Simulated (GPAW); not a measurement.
Runs of GPAW 26.7.0 on KMgF3. It takes space group Pm-3m (No. 221, cubic). The conventional cell has a = 3.986 Å, b = 3.986 Å, c = 3.986 Å, α = 90.00°, β = 90.00°, γ = 90.00°. Around K (site symmetry m-3m) lie 12 F at 2.82 Å. Around Mg (site symmetry m-3m) lie 6 F at 1.99 Å. F (site symmetry 4/mmm) is surrounded by 2 Mg at 1.99 Å. 

```tsv
task	level	potentials or basis	cell	k mesh	cutoff (eV)	smearing	response ecut	maxiter	response k mesh	response bands	kernels	gap on the mesh (eV)	pressure (GPa)
dielectric tensor	PBE	GPAW PAW data sets (gpaw-data 1.2.1), pw	as given	6 × 6 × 6	600	fermi-dirac 0.001 eV	80 eV	150	17 × 17 × 17	60	["RPA", "LR0.2", "ALDA"]	7.33	-
single point	PBEsol	PAW data sets generated in the run's folder for this functional, pw	the cell as VASP's run set it	7 × 7 × 7	800	gaussian 0.1 eV	-	150	-	-	-	7.17	-0.9
single point	PBE	GPAW PAW data sets (gpaw-data 1.2.1), pw	as given	7 × 7 × 7	800	gaussian 0.02 eV	-	150	-	-	-	7.36	2.4
single point	revPBE	the program's PAW data sets (release 1.2.1) made for this functional, pw	the cell as VASP's run set it	7 × 7 × 7	800	gaussian 0.05 eV	-	150	-	-	-	7.60	5.8
single point	PBEsol	PAW data sets generated in the run's folder for this functional, pw	as given	7 × 7 × 7	800	gaussian 0.1 eV	-	150	-	-	-	7.17	-0.9
single point	PBE	GPAW PAW data sets (gpaw-data 1.2.1), pw	as given	6 × 6 × 6	600	fermi-dirac 0.05 eV	-	120	-	-	-	7.33	(a)
band structure	PBE	GPAW PAW data sets (gpaw-data 1.2.1), pw	the cell as VASP's run set it	7 × 7 × 7	800	gaussian 0.01 eV	-	150	-	-	-	7.36	2.4
```

Alike in all rows: no spin polarisation.

Q: Fill in the values left out.

A: (a) 3.6.

Caveats: an odd mesh through Γ misses points on the zone boundary, where band edges often lie (some runs); the long-wavelength limit can be off by a per cent or two (some runs); the cutoff is short for stress and forces, so pressures can be off by a GPa or more (some runs).
